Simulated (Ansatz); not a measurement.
Runs of Ansatz 0.2.0 on BN. Symmetry: F-43m, No. 216, cubic system. The conventional cell has a = 3.626 Å, b = 3.626 Å, c = 3.626 Å, α = 90.00°, β = 90.00°, γ = 90.00°. Around N (site symmetry -43m) lie 4 B at 1.57 Å. B (site symmetry -43m) has 4 N at 1.57 Å as nearest neighbours. The cell is a database's computed one.

| task | level | potentials or basis | spin | cell | k mesh | cutoff (eV) | smearing | points for each segment of the path | q mesh | broadening | mesh quality | gap on the mesh (eV) | pressure (GPa) |
| --- | --- | --- | --- | --- | --- | --- | --- | --- | --- | --- | --- | --- | --- |
| electrostatic potential | BLYP+D4 | Ansatz PAW | non-collinear, random start | volume scaled by 0.8 | 13 × 13 × 13 | 420 | cold 0.1 eV | - | - | - | not flagged | 5.24 | 116.2 |
| band structure | BLYP+D3(BJ) | PseudoDojo standard (PBE files) | off | as given | 13 × 13 × 13 | 1143 | fermi-dirac 0.15 eV | 14 | - | - | not flagged | 4.95 | (b) |
| phonons | r2SCAN+D3(BJ)-ATM | PseudoDojo stringent (PBE files) | off | as given | 10 × 10 × 10 | 1143 | fixed | 8 | 2 × 2 × 2 | - | not flagged | 4.85 | - |
| single point | PBEsol0 | JTH PAW | off | as given | 7 × 7 × 7 | 1320 | fixed | - | - | - | coarse | (a) | -13.2 |
| optical spectrum | LDA | Ansatz PAW | off | cell strained at random at fixed volume | 9 × 10 × 10 | 420 | fermi-dirac 0.1 eV | - | - | 0.2 eV | not flagged | 3.96 | - |

Question: Fill in the values left out.

Answer: (a) 6.67; (b) -0.6.

Caveats: some runs use coarse meshes; odd divisions of the mesh miss points on the zone boundary, where band edges often lie, so the gap on the mesh can be too wide (some runs); the PAW data sets come from PBE, with cores solved anew for the run's functional, which leaves a small shift of forces and pressure (some runs); the potentials were made for another functional, which shifts forces and pressure (some runs); the starting moments weren't kept (some runs); the k mesh misses the band edges, so the gap on the mesh is wider than the one along the path (some runs); the meta-GGA runs on potentials made for a GGA (some runs); the thresholds are loose for stress (some runs).
